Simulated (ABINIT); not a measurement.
FeO (Wuestite):

```xyz
2
Lattice="0.0000 2.1554 2.1554 2.1554 0.0000 2.1554 2.1554 2.1554 0.0000" Properties=species:S:1:pos:R:3 pbc="T T T"
Fe    0.0000    0.0000    0.0000
O     2.1554    2.1554    2.1554
```

Base run:

| Property | Result |
| --- | --- |
| Program | ABINIT 10.8.3 (patched build) |
| Functional | PBE |
| Potentials or basis | PseudoDojo NC SR PBE v0.4 stringent |
| Cutoff | 1497 eV |
| k mesh | 8 × 8 × 8 |
| Occupations | fermi-dirac, width 0.05 eV |
| Spin | collinear spin, ferromagnetic start |
| Starting moments | [3.0, 0.0] μB |

Its results: band gap on the k mesh none (metal or under the smearing width); pressure -1.5 GPa; net moment 4.00 μB per cell; site moments Fe +3.55; O +0.33 μB.

Task: The run is repeated on the same cell with these changes: potentials or basis from PseudoDojo NC SR PBE v0.4 stringent to SG15 NC PBE v1.2; cutoff from 1497 eV to 1088 eV. What comes out?

Result: Band gap on the k mesh none (metal or under the smearing width); pressure -0.7 GPa; net moment 4.00 μB per cell; site moments Fe +3.55; O +0.33 μB.

Caveats: a cell with one magnetic atom can't hold antiferromagnetic order, which such compounds often take; semilocal functionals often make such compounds metallic where correlation or magnetic order opens a gap, which also shifts bond lengths.

Not every run made on this cell is shown here.
